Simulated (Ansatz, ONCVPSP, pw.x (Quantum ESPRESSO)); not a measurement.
indium (In): does the ONCV potential hold in the solid?

In, optimised norm-conserving Vanderbilt (ONCV), made with ONCVPSP 4.0.1.1 (patched build) (PBE, scalar-relativistic). Core [Kr] 4d10, reference 5s2 5p1. Waves: 5s: rc 2.20 bohr, ncon 5, nbas 8, qcut 2.7 1/bohr, 3 projectors, debl 2.9 Ha; 5p: rc 2.40 bohr, ncon 5, nbas 10, qcut 3.3 1/bohr, 2 projectors, debl 3.2 Ha. Local part: polynomial inside 1.45 bohr (lpopt 5, dvloc0 2 Ha). Core correction: polynomial model core, fcfact 0.2.

Crystal test: diamond In in pw.x 7.5, no spin, 8³ k-points, Fermi–Dirac smearing 0.01 Ry, cutoffs 60/240 Ry. The lattice is a test structure that the element need not adopt, and mesh and smearing are coarse.

pw.x input:

```
&control
  calculation='scf', prefix='x', pseudo_dir='./', outdir='./tmp', tstress=.true., disk_io='none'
/
&system
  ibrav=0, nat=2, ntyp=1, ecutwfc=60, ecutrho=240, nbnd=10,
  occupations='smearing', smearing='fd', degauss=0.01
/
&electrons
  conv_thr=1e-09, mixing_beta=0.4, electron_maxstep=70
/
ATOMIC_SPECIES
In 1.0 In.UPF
CELL_PARAMETERS angstrom
  0.00000000 3.36912650 3.36912650
  3.36912650 0.00000000 3.36912650
  3.36912650 3.36912650 0.00000000
ATOMIC_POSITIONS crystal
In 0.0000 0.0000 0.0000
In 0.2500 0.2500 0.2500
K_POINTS automatic
8 8 8 0 0 0
```

```bash
pw.x < In.scf.in > In.scf.out
```

Task: How does the run end?

Result: It converges; the pressure is -7.57 GPa against -0.01 GPa from all-electron LAPW. This is a poor potential for the solid. The pseudo pressure rises with volume over part of the range, a mechanical instability. The log shows:

```
     scf convergence threshold =      1.0E-09
     Exchange-correlation= PBE
     number of k points=    29  Fermi-Dirac smearing, width (Ry)=  0.0100
     iteration #  1     ecut=    60.00 Ry     beta= 0.40
     c_bands:  1 eigenvalues not converged
     total energy              =     -10.78631784 Ry
     estimated scf accuracy    <       0.01214645 Ry
     iteration #  2     ecut=    60.00 Ry     beta= 0.40
     total energy              =     -10.78619507 Ry
     estimated scf accuracy    <       0.00402666 Ry
     iteration #  3     ecut=    60.00 Ry     beta= 0.40
     total energy              =     -10.78631393 Ry
     estimated scf accuracy    <       0.00002402 Ry
     iteration #  4     ecut=    60.00 Ry     beta= 0.40
     c_bands:  1 eigenvalues not converged
     c_bands:  1 eigenvalues not converged
     c_bands:  1 eigenvalues not converged
     total energy              =     -10.78637706 Ry
     estimated scf accuracy    <       0.00000254 Ry
     iteration #  5     ecut=    60.00 Ry     beta= 0.40
     total energy              =     -10.78637739 Ry
     estimated scf accuracy    <       0.00000022 Ry
     iteration #  6     ecut=    60.00 Ry     beta= 0.40
     total energy              =     -10.78637747 Ry
     estimated scf accuracy    <       0.00000003 Ry
     iteration #  7     ecut=    60.00 Ry     beta= 0.40
     the Fermi energy is     1.3649 ev
!    total energy              =     -10.78637748 Ry
     estimated scf accuracy    <          2.8E-10 Ry
     smearing contrib. (-TS)   =      -0.00986174 Ry
     The total energy is F=E-TS. E is the sum of the following terms:
     one-electron contribution =       2.32411256 Ry
     hartree contribution      =       0.49096007 Ry
     xc contribution           =      -5.97681437 Ry
     ewald contribution        =      -7.61477400 Ry
     convergence has been achieved in   7 iterations
          total   stress  (Ry/bohr**3)                   (kbar)     P=      -75.72
     Message from routine punch:
     Nothing written, as per user request (disk_io='none')
```
